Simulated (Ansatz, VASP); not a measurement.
One calculation of Ni, two programs

INCAR

```
PREC = Accurate
ENCUT = 520
EDIFF = 1E-6
ISMEAR = 0
SIGMA = 0.02
LREAL = False
LASPH = True
NELM = 150
ALGO = Fast
ISIF = 2
LWAVE = False
LCHARG = False
ISPIN = 2
MAGMOM = 1
LORBIT = 11
LMAXMIX = 4
NBANDS = 15
```

File KPOINTS:

```
Automatic mesh
0
Gamma
  13 13 13
```

POSCAR

```
Ni
1.0
    0.0000000000      1.7375729330      1.7375729330
    1.7375729330      0.0000000000      1.7375729330
    1.7375729330      1.7375729330      0.0000000000
Ni
1
Direct
    0.0000000000      0.0000000000      0.0000000000
```

Contents of input.yaml:

```yaml
crystal:
  lattice:
    - [0.0, 1.737572933, 1.737572933]
    - [1.737572933, 0.0, 1.737572933]
    - [1.737572933, 1.737572933, 0.0]
  atoms:
    - { symbol: Ni, position: [0.0, 0.0, 0.0], spin: 1.0 }
kpoints:
  mp_grid: { grid: [13, 13, 13] }
scf:
  occupations: { method: gaussian, width: 0.02 }
hamiltonian:
  xc: lda
  pseudopotentials: { kind: all_electron, lapw: { basis_error: 0.001 } }
magnetization:
  spin_polarized: true
output:
  forces: true
  stress: true
  eigenvalues: true
```

Alike in both runs: task single point; functional LDA; k mesh 13 × 13 × 13; occupations gaussian, width 0.02 eV; collinear spin.

```csv
,VASP,Ansatz
version,VASP 6.6.1,Ansatz 0.2.0
potentials or method,"VASP PAW LDA potentials, release 64 (Ni)","all-electron LAPW, scalar-relativistic"
plane-wave cutoff (eV),520,see its input
```

```csv
,VASP,Ansatz,Ansatz less VASP
gap on the k mesh at the Fermi level (eV),none,none,-
pressure (GPa),-10.3,-10.5,-0.18
net moment per atom (μB),0.61,0.62,+0.005
size of the moment on the site where the two differ most (μB),0.61,0.64,+0.021
```

Site moments also hang on the region over which each program counts them. A gap of «none» marks a metal or a gap that the smearing closes. Ansatz ran all-electron here, so the differences hold the error of VASP's frozen core and of both bases.
